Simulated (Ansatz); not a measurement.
Ansatz input

```yaml
crystal:
  lattice:
    - [3.5702988949, 0.0, 0.0]
    - [-1.7851494474, 3.0919695421, 0.0]
    - [0.0, 0.0, 2.1930554653]
  atoms:
    - { symbol: Be, position: [1.0, 1.0, 1.0] }
    - { symbol: Be, position: [0.3333333333, 0.6666666667, 0.5] }
    - { symbol: Be, position: [0.6666666667, 0.3333333333, 0.5] }
hamiltonian:
  xc: pbe
  pseudopotentials:
    kind: paw
    azcp:
      Be: "pseudopotentials/Be.paw.azcp"
basis:
  ecutwfc: 420
  fft_grid_basis: typed
kpoints:
  mp_grid: { grid: [13, 13, 19], shift: [0, 0, 0] }
magnetization:
  spin_polarized: false
scf:
  occupations: { method: fermi_dirac, width: 0.1 }
```

Output

```
Engine: ansatz 0.2.0, x86_64-unknown-linux-gnu
Pseudopotentials: kind: paw
Pseudopotential: Be, paw, valence charge 2, recommended cutoff 420 eV (normal) 
Functional definition: PBE
  parameter kappa = 0.804
  parameter beta = 0.06672455060314922
  exchange = pbe_x(kappa = kappa, mu = beta*pi^2/3)
  correlation = pbe_c(beta = beta)
Crystal: 3 atoms, lattice volume = 24.210 Å³
Basis set: ecut = 420 eV, 445 PW (Γ)
Bands: 7, of which v1, the nominal top of the filled ones, is band 3 counted from 1 (2 counted from 0)
Symmetry: 24 space group operations
Space group: P6/mmm (ITA 191), of the structure as read, at distance tolerance 2.9e-5 Å
k-points: 210 of 3211
Non-local potential: Be, projectors of the file, l = 0: 2, l = 1: 2, l = 2: 1
PAW form: soft (Blöchl's): semilocal exchange-correlation on the pseudo side does not see the compensation charge
PAW one-centre angular grid: Be, 110 points (default); XC on 64 Gauss nodes
Initial density: superposition of atomic densities (neutral atoms: chi_scale 0, normalization atom), corrected by the library's trained network
Initial wavefunctions: pseudopotential atomic-orbital guess
Functional: x = pbe(κ = 0.804, μ = 0.2195149727645171), c = pbe(β = 0.06672455060314922)
SCF iter   1: F=—  HF=-277.735145 eV  |F-HF|=—  |Δ(HF+E_count)|=         —  Δρ=1.78e-3  dr2=7.01e-4  ethr=1.77e-3  ⟨swp⟩=5.6  Hψ=11359  notcnv=0
SCF iter   2: F=—  HF=-277.735043 eV  |F-HF|=—  |Δ(HF+E_count)|=   1.02e-4  Δρ=1.08e-3  dr2=2.62e-4  ethr=1.17e-5  ⟨swp⟩=1.2  Hψ=3193  notcnv=0
SCF iter   3: F=—  HF=-277.734937 eV  |F-HF|=—  |Δ(HF+E_count)|=   1.06e-4  Δρ=8.04e-5  dr2=3.03e-6  ethr=4.36e-6  ⟨swp⟩=1.6  Hψ=1812  notcnv=0
SCF iter   4: F=—  HF=-277.734936 eV  |F-HF|=—  |Δ(HF+E_count)|=   1.21e-6  Δρ=1.63e-5  dr2=4.11e-8  ethr=5.04e-8  ⟨swp⟩=2.2  Hψ=2042  notcnv=0
iter 5 did not close the SCF: its close was put off for the readings that it lacked (scf_convergence_deferred on its scf_iter line)
SCF iter   5: F=-277.734936 eV  HF=-277.734936 eV  |F-HF|=3.60e-9  |Δ(HF+E_count)|=   1.41e-7  Δρ=2.89e-6  dr2=2.60e-9  ethr=6.85e-10  ⟨swp⟩=2.0  Hψ=2087  notcnv=0
SCF iter   6: F=-277.734936 eV  HF=-277.734936 eV  |F-HF|=1.24e-11  |Δ(HF+E_count)|=   2.65e-9  Δρ=2.57e-7  dr2=1.63e-11  ethr=4.33e-11  ⟨swp⟩=1.0  Hψ=4152  notcnv=0
SCF 1 converged in 6 iterations: F = -277.734936 eV  dr2 = 1.63e-11
SCF converged after 6 iterations
Free energy (F): -277.734936 eV
Harris-Foulkes:  -277.734936 eV  (|F-HF|=1.24e-11)
Internal energy: -277.717000 eV  (E = F + TS)
E sigma→0 (E₀):  -277.725968 eV
Entropy (-TS):   -0.017935 eV (-5.978 meV/atom)
Fermi energy:    8.541443 eV
--- Per-component energies (eV) ---
  E_band       = 18.010734
  E_kinetic    = 62.480271
  E_local      = 8.323479  (includes V_loc(G=0)·N_el)
  E_nonlocal   = 13.355877
  E_hartree    = 0.091365
  E_xc         = -59.082559
  E_vxc        = -62.077519  (∫ρ·V_xc dr)
  E_paw        = -178.689730  (= ΣΔE_a)
  E_vpaw       = -4.254102  (= ΣTr[D̂ρ^β])
  E_aug_tail   = -0.000002  (compensation charges beyond the density's cutoff)
  E_ewald      = -124.195703
  E_smearing   = -0.017935  (= −TS)
  E_closure    = 0.000000  (closes the sum)
  Σ components = -277.734936   (vs F -277.734936, Δ=0.00e0)
```

Launched by

```sh
ansatz run input.yaml --threads 1 --pin off --max-ram 3584MiB --backend cpu --events-out ev --progress --plain --runs-dir out
```

On 1 thread of Intel(R) Xeon(R) Platinum 8259CL CPU @ 2.50GHz (Skylake/Cascade Lake) (shared host) this took about 3.2 s of wall time and 2.8 s of CPU time.
